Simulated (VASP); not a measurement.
Input of a VASP 6.6.1 run:

The input INCAR:

```
SYSTEM = ZrS2
ALGO     = Normal         ! electronic algorithm
EDIFF    = 1E-7           ! SCF threshold, eV
EDIFFG   = -0.005         ! ionic threshold
ENCUT    = 580            ! plane-wave cutoff, eV
GGA      = PS             ! functional
IBRION   = 2              ! ionic algorithm
ISIF     = 3              ! what is computed and relaxed
ISMEAR   = 0              ! smearing method
LASPH    = .True.         ! aspherical terms in the spheres
LCHARG   = .False.        ! write CHGCAR
LREAL    = .False.        ! projectors in reciprocal space
LWAVE    = .False.        ! write WAVECAR
NELM     = 100            ! most SCF steps
NSW      = 90             ! ionic steps
PREC     = Accurate       ! precision mode
SIGMA    = 0.02           ! smearing width, eV
```

File KPOINTS:

```
k-points
0
Gamma
  9 9 6
  0 0 0
```

File POSCAR:

```
ZrS2
1.0
    3.6913825500      0.0000000000      0.0000000000
   -1.8456912700      3.1968310600      0.0000000000
    0.0000000000      0.0000000000      6.0410770100
Zr S
1 2
Direct
    0.0000000000      0.0000000000      0.0000000000
    0.6666666700      0.3333333300      0.7620900300
    0.3333333300      0.6666666700      0.2379099700
```

Potentials or basis: VASP PAW PBE potentials, release 64 (Zr_sv, S).

Command:

```sh
$ cat potpaw_PBE.64/Zr_sv/POTCAR potpaw_PBE.64/S/POTCAR > POTCAR
$ mpirun -np 1 vasp_std > vasp.out
```

**Question.** Predict the space group after relaxing (to 0.05 Å).

**Answer.** P-3m1 (No. 164).

**Question.** Estimate the band gap on the k mesh.

**Answer.** 0.81 eV, indirect (least direct gap 1.55 eV).

**Question.** What does it give for the relaxed volume?

**Answer.** 22.36 Å³/atom.

**Question.** What does it give for the relaxed cell?

**Answer.** a = 3.627 Å, b = 3.627 Å, c = 5.886 Å, α = 90.00°, β = 90.00°, γ = 120.00°.

Final structure:
```
CELL_PARAMETERS angstrom
3.62722 0.00000 0.00000
-1.81361 3.14127 0.00000
0.00000 0.00000 5.88647
ATOMIC_POSITIONS crystal
Zr 0.00000 0.00000 0.00000
S 0.66667 0.33333 0.75285
S 0.33333 0.66667 0.24715
```

Caveat: the PAW data sets were made with another functional, which shifts forces and pressure a little; an odd mesh through Γ misses points on the zone boundary, where band edges often lie; this functional lacks dispersion, which binds the layers, so the pressure and a relaxed spacing across them are unreliable.
